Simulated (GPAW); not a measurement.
## HgTe (Coloradoite): equation of state with revPBE

HgTe (Coloradoite):

```
CELL_PARAMETERS angstrom
0.00000 3.21450 3.21450
3.21450 0.00000 3.21450
3.21450 3.21450 0.00000
ATOMIC_POSITIONS crystal
Hg 0.00000 0.00000 0.00000
Te 0.25000 0.25000 0.25000
```

* Program: GPAW 26.7.0
* Task: equation of state
* Functional: revPBE
* Potentials or basis: the program's PAW data sets (release 1.2.1) made for this functional
* Cutoff: 600 eV
* Basis: pw
* k mesh: 6 × 6 × 6
* Occupations: fermi-dirac, width 0.05 eV
* Spin: no spin polarisation

```
Equilibrium volume : 38.07 Å³/atom (rough: see the caveat)
Bulk modulus       : 30 GPa (rough)
```

Energy against volume, from the lowest point:
```csv
volume (Å³/atom),energy (meV/atom)
31.223,150.88
31.887,112.62
32.551,80.39
33.215,53.53
33.880,31.52
34.544,13.82
35.208,0.00
```

Run time: 120 s on 1 thread of Arm Neoverse V1, with other jobs on the host, peak memory 0.25 GiB.

Caveat: the minimum lies outside the volumes run. Spin-orbit coupling is left out, which matters for the levels of Hg, Te.
